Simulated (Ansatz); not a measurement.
`Cl[Si](Cl)(Cl)[SeH]` + `FC(F)F` → `FC(F)(F)[SeH]` + `Cl[SiH](Cl)Cl` at 600 K and 1 bar (formal exchange of groups at the Se–Si bond).

Gas-phase electronic energies from Ansatz, PBE0-D4/def2-TZVP geometries. CCSD(T)/CBS is the MP2 limit (def2-TZVPP, def2-QZVPP) plus CCSD(T) − MP2 in def2-TZVPP, frozen cores. This one scheme is used for every species. For Se outer-core shells are correlated without core-valence functions, which leaves a few kJ/mol of doubt a bond. Scalar relativity is left out up to krypton. Each species was taken in one conformer, which may not be the lowest.

| species | CCSD(T)/CBS energy (Eh) | H − E (kJ/mol) | S (J/(mol·K)) |
| --- | --- | --- | --- |
| `Cl[Si](Cl)(Cl)[SeH]` | -4069.90520 | 93.6 | 458.3 |
| `FC(F)F` | -338.02896 | 97.7 | 303.2 |
| `FC(F)(F)[SeH]` | -2738.71864 | 103.2 | 386.3 |
| `Cl[SiH](Cl)Cl` | -1669.16736 | 79.2 | 373.7 |

H − E and S are ideal-gas, rigid-rotor, harmonic terms from PBE0-D4/def2-TZVP, for one conformer and one mirror image of each species. 1 Eh = 2625.50 kJ/mol, R = 8.31446 J/(mol·K).

Task: By hand: ΔE, ΔH, ΔS and ΔG.

Result: ΔE = (-2738.71864) + (-1669.16736) − (-4069.90520) − (-338.02896) = 0.04816 Eh = 126.4 kJ/mol. Δ(H − E) = 103.2 + 79.2 − 93.6 − 97.7 = -8.9, so ΔH = 117.5 kJ/mol. ΔS = 386.3 + 373.7 − 458.3 − 303.2 = -1.5 J/(mol·K). ΔG = 117.5 − 600 × (-1.5)/1000 = 118.4 kJ/mol.

Task: By hand: the equilibrium constant, and the temperature at which ΔG would vanish if ΔH and ΔS stayed fixed.

Result: log₁₀ K = −ΔG/(RT ln 10) = -10.3. ΔH and −TΔS have one sign here, so there is no such temperature. One of them is within its doubt of zero, so this could turn.

The number of gas molecules stays the same, so ΔS is small and ΔH decides. A doubt of 5 kJ/mol in ΔE shifts log₁₀ K by 0.4 here. Other conformers and mirror images would add mixing entropy, several J/(mol·K) or more a flexible species. These are equilibria of isolated gas molecules and say nothing of rates. Largest T1 diagnostic: 0.012 (customary marks: 0.02 for closed shells, 0.045 for open ones).
